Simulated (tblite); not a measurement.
Hydrogen oxalate, C2HO4 (charge -1).
SMILES with atom numbers: `[O:1]=[C:2]([O-:3])[C:4](=[O:5])[OH:6]` (hydrogens: H7 on O6)

Cartesian coordinates in Å at the GFN2-xTB level; atoms count from 1:
```xyz
7
C2HO4 angstrom
O     -1.211    1.303   -0.727
C     -1.154    0.199   -0.182
O     -2.039   -0.592    0.144
C      0.323   -0.303    0.169
O      0.624   -1.348    0.706
O      1.299    0.562   -0.191
H      2.162    0.185    0.055
```

Method: GFN2-xTB as coded in tblite; computed harmonic values from a numerical Hessian at the method's own geometry, unscaled. Errors from tens to a few hundred cm⁻¹ against measured bands are possible. One conformer, not necessarily the lowest. The optimisation stopped once no atom felt more than 0.01 eV/Å.

Lowest wavenumbers of the output (negative numbers stand for imaginary wavenumbers):
```
mode    cm-1
  1     -54.7
  2     199.9
  3     309.1
  4     373.2
  5     520.8
  6     645.4
  7     656.4
  8     733.1
```

Problem. Is this structure a minimum?

Solution. Not by this Hessian. 1 mode is imaginary beyond 20i (55i cm⁻¹), so at this level the point lies at or near a first-order saddle. The curvature is small, so loose convergence or finite differences may be the whole cause.

Problem. Which atoms move in the imaginary mode?

Solution. 55i: O6 (acid hydroxyl oxygen) 25 %, O1 (carboxylate oxygen) 25 %, O3 (carboxylate oxygen) 25 %, O5 (acid carbonyl oxygen) 23 %. These are shares of the mass-weighted motion.

Problem. What is the remedy?

Solution. Step along that mode in both directions, optimise again with tighter thresholds and repeat the frequencies. The zero-point energy of this point (21.0 kcal/mol) counts the 14 real modes alone, and thermal corrections from it aren't those of a minimum.

Time: under 0.1 s of wall time. Hardware: one thread, Arm Neoverse V2 (aarch64), shared host with 96 logical CPUs at a one-minute load of 300. The figure is for the frequency step alone.
